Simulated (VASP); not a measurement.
# Pt (Fm-3m) in VASP: a series of runs, part 2 of 2

VASP 6.6.1. Earlier steps stand in the parts before.

### 5 Relaxation of cell and atoms, r2SCAN

This run uses another cell than the first one, of 15.33 Å³/atom, 1.016 times its volume.

File INCAR:

```
PREC = Accurate
ENCUT = 600
EDIFF = 1E-7
ISMEAR = 1
SIGMA = 0.1
LREAL = False
LASPH = True
NELM = 80
ALGO = Normal
ISIF = 3
LWAVE = False
LCHARG = False
METAGGA = R2SCAN
LMIXTAU = True
IBRION = 2
NSW = 90
EDIFFG = -0.005
KPAR = 2
```

File KPOINTS:

```
regular mesh
0
Gamma
  16 16 16
```

File POSCAR:

```
Pt                                      
1.0
    0.0000000000      1.9715016979      1.9715016979
    1.9715016979     -0.0000000000      1.9715016979
    1.9715016979      1.9715016979     -0.0000000000
  Pt            
     1
Direct
     0.0000000000000000    0.0000000000000000    0.0000000000000000
```

Potentials or basis: VASP PAW PBE potentials, release 64 (Pt).

On the command line:

```console
> cat potpaw_PBE.64/Pt/POTCAR > POTCAR
> mpirun -np 2 vasp_std > vasp.out
```

OUTCAR:

```text
PREC = Accurate
   ENCUT = 600
   EDIFF = 1E-7
   ISMEAR = 1
   LREAL = False
   LASPH = True
   NELM = 80
   ISIF = 3
   METAGGA = R2SCAN
   IBRION = 2
   NSW = 90
   EDIFFG = -0.005

 ion  position               nearest neighbor table
   1  0.000  0.000  0.000-

  LATTYP: Found a face centered cubic cell.
 ALAT       =     3.9430033958

  Lattice vectors:

 A1 = (   0.0000000000,   1.9715016979,   1.9715016979)
 A2 = (   1.9715016979,   0.0000000000,   1.9715016979)
 A3 = (   1.9715016979,   1.9715016979,   0.0000000000)

Analysis of symmetry for initial positions (statically):
=====================================================================
 Subroutine PRICEL returns:
 Original cell was already a primitive cell.

 Routine SETGRP: Setting up the symmetry group for a
 face centered cubic supercell.

 Subroutine GETGRP returns: Found 48 space group operations
 (whereof 48 operations were pure point group operations)
 out of a pool of 48 trial point group operations.

The static configuration has the point symmetry O_h .

Analysis of symmetry for dynamics (positions and initial velocities):
[... 167 lines left out ...]
  -------------------------------------------------------------------------------------
  Total       -0.0051337     -0.0051337     -0.0051337      0.0000000     -0.0000000      0.0000000
  in kB       -0.5366839     -0.5366839     -0.5366839      0.0000000     -0.0000000      0.0000000
  external PRESSURE =      -0.5366839 kB  Pullay stress =       0.0000000 kB
[... 57 lines left out ...]
--------------------------------------- Ionic step        3  -------------------------------------------

 number of electron      10.0000001 magnetization

 Free energy of the ion-electron system (eV)
  ---------------------------------------------------
  ext. energy  EPLUGINS =         0.00000000
  ---------------------------------------------------
  free energy    TOTEN  =       -51.49673370 eV

  energy without entropy =      -51.49576604  energy(sigma->0) =      -51.49641114

 E-fermi :  10.6783     XC(G=0): -14.5265

 val. band max:       10.6664566672   @ k =  -0.2500   0.1250   0.0000
 cond. band min:      10.6854327994   @ k =  -0.3750   0.3750   0.0625
 fundamental gap:      0.0189761322
 Fermi energy:        10.6782594133

 k-point     1 :       0.0000    0.0000    0.0000
  band No.  band energies     occupation
      1       0.3990      2.00000
      2       6.8901      2.00000
      3       6.8901      2.00000
      4       6.8901      2.00000
      5       8.9969      2.00000
      6       8.9969      2.00000
      7      26.2399      0.00000
      8      31.3191      0.00000
      9      31.3191      0.00000
[... 265 lines left out ...]
 k-point    24 :      -0.0625    0.0625    0.0000
  band No.  band energies     occupation
      1       0.8242      2.00000
      2       6.6888      2.00000
      3       7.0423      2.00000
      4       7.0871      2.00000
      5       8.8062      2.00000
      6       9.0263      2.00000
      7      26.8680      0.00000
      8      29.7094      0.00000
      9      31.3546      0.00000

 [... further k-points ...]
[... 5 lines left out ...]
  --------------------------------------------------------------------------------------
  -------------------------------------------------------------------------------------
  Total        0.0029426      0.0029426      0.0029426      0.0000000      0.0000000      0.0000000
  in kB        0.3077155      0.3077155      0.3077155      0.0000000      0.0000000      0.0000000
  external PRESSURE =       0.3077155 kB  Pullay stress =       0.0000000 kB
[... 16 lines left out ...]
  FREE ENERGIE OF THE ION-ELECTRON SYSTEM (eV)
  ---------------------------------------------------
  free  energy   TOTEN  =       -51.4967336965 eV

  energy  without entropy=      -51.4957660399  energy(sigma->0) =      -51.49641114

 reached required accuracy - stopping structural energy minimisation
```

OSZICAR:

```text
N       E                     dE             d eps       ncg     rms          rms(c)
DAV:   1    -0.656428223441E+01   -0.65643E+01   -0.61814E+03  2690   0.121E+03
DAV:   2    -0.542935019701E+02   -0.47729E+02   -0.46038E+02  2743   0.202E+02
DAV:   3    -0.547869422218E+02   -0.49344E+00   -0.48525E+00  3088   0.210E+01
[... 25 lines left out ...]
DAV:   2    -0.514967331703E+02    0.17153E-04   -0.58779E-05  2646   0.613E-02    0.919E-03
DAV:   3    -0.514967334652E+02   -0.29491E-06   -0.18615E-06  2643   0.149E-02    0.780E-03
DAV:   4    -0.514967334159E+02    0.49295E-07   -0.32655E-06  2667   0.111E-02    0.269E-03
DAV:   5    -0.514967336707E+02   -0.25481E-06   -0.67353E-07  2363   0.631E-03    0.117E-04
DAV:   6    -0.514967336965E+02   -0.25823E-07   -0.18646E-08  1314   0.161E-03
   3 F= -.51496734E+02 E0= -.51496411E+02  d E =-.831773E-06
```

CONTCAR:

```text
Pt
   1.00000000000000
     0.0000000000000000    1.9713025471604479    1.9713025471604479
     1.9713025471604479   -0.0000000000000000    1.9713025471604479
     1.9713025471604479    1.9713025471604479   -0.0000000000000000
  Pt
     1
Direct
     0.0000000000000000    0.0000000000000000    0.0000000000000000

  0.00000000E+00  0.00000000E+00  0.00000000E+00
```

It took 58 s on 2 MPI ranks of Intel Xeon Platinum 8488C (Sapphire Rapids), shared host; peak memory 0.16 GiB.

What came out:

```yaml
Free_energy: -51.4967 eV
Relaxed_volume: 15.32 Å³/atom
Relaxed_cell: a = 2.788 Å, b = 2.788 Å, c = 2.788 Å, α = 60.00°, β = 60.00°, γ = 60.00°
Space_group_after_relaxing_to_0.05_Å: Fm-3m (No. 225)
Energy_gained_by_relaxing: 0.0 meV/atom
Ionic_steps: 3
Pressure_after_relaxing: 0.0 GPa
Band_gap_on_the_k_mesh: none (metal or under the smearing width)
```

Final structure:
```cif
data_structure
_symmetry_space_group_name_H-M 'P 1'
_symmetry_Int_Tables_number 1
_cell_length_a 2.7878
_cell_length_b 2.7878
_cell_length_c 2.7878
_cell_angle_alpha 60.000
_cell_angle_beta 60.000
_cell_angle_gamma 60.000
_cell_volume 15.32
loop_
_atom_site_label
_atom_site_type_symbol
_atom_site_fract_x
_atom_site_fract_y
_atom_site_fract_z
_atom_site_occupancy
Pt1 Pt 0.00000 0.00000 0.00000 1
```

Levels at points of the mesh, in eV from the Fermi level:
```csv
k point,band 2,band 3,band 4,band 5,band 6,band 7,band 8,band 9
"(0.00, 0.00, 0.00)",-3.79,-3.79,-3.79,-1.68,-1.68,15.56,20.64,20.64
"(0.50, 0.00, 0.00)",-3.88,-3.88,-0.20,0.05,0.05,6.07,15.20,19.88
"(0.50, 0.50, 0.00)",-6.66,-0.03,0.53,0.53,2.01,9.20,12.01,12.01
```

Caveat: the PAW data sets were made with another functional, which shifts forces and pressure a little. Spin-orbit coupling is left out, which matters for the levels of Pt.
